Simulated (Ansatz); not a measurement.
PbS — core-level photoemission

Cell: a computed structure from the Materials Project (it need not be an observed phase), repeated to a supercell; a hole's nearest image is 8.6 Å away.

Space group Cmcm (No. 63); a = 4.1599, b = 11.9826, c = 4.2793 Å.

```csv
site,Wyckoff,site symmetry,x,y,z
Pb1,4c,m2m,0.5000,0.6306,0.7500
S13,4c,m2m,0.5000,0.8548,0.7500
```

One atom of each set is listed; the run and its k-mesh use a cell of 24 atoms with edges of 8.65, 11.98, 8.56 Å.

Method: Kohn–Sham DFT in Ansatz, PBE, plane waves and PAW, scalar-relativistic, 420 eV cutoff, Γ-centred 3×3×3 k-points, fixed occupations.

Each value is a total-energy difference between the cell with one core hole and the ground state (ΔSCF), counted from the top of the valence band. The cell with the hole is spin-polarised, as the shell with the hole is left with one unpaired spin. The periodic images are corrected with the calculated ε∞ = 14.06, 9.47, 15.08.

(1) Give the Pb 4f, S 2p lines of each distinct site.

The program doubts some values: the potential far from the hole hasn't levelled off. Absolute PBE values can be off by an eV or more, and the 3d and 4f lines of heavy atoms by several eV. Multiplets, satellites and widths aren't calculated.

Answers

(1) 

```csv
line,atom,first shell,E_B (eV),j = l + ½ / j = l − ½ (eV)
Pb 4f,1,5 S at 2.69–2.99 Å,137.3,135.2 / 140.0
S 2p,13,5 Pb at 2.69–2.99 Å,160.2,159.8 / 161.0
```

For p, d and f shells E_B is the weighted mean of the two lines, whose splitting comes from the free atom's Dirac orbitals.
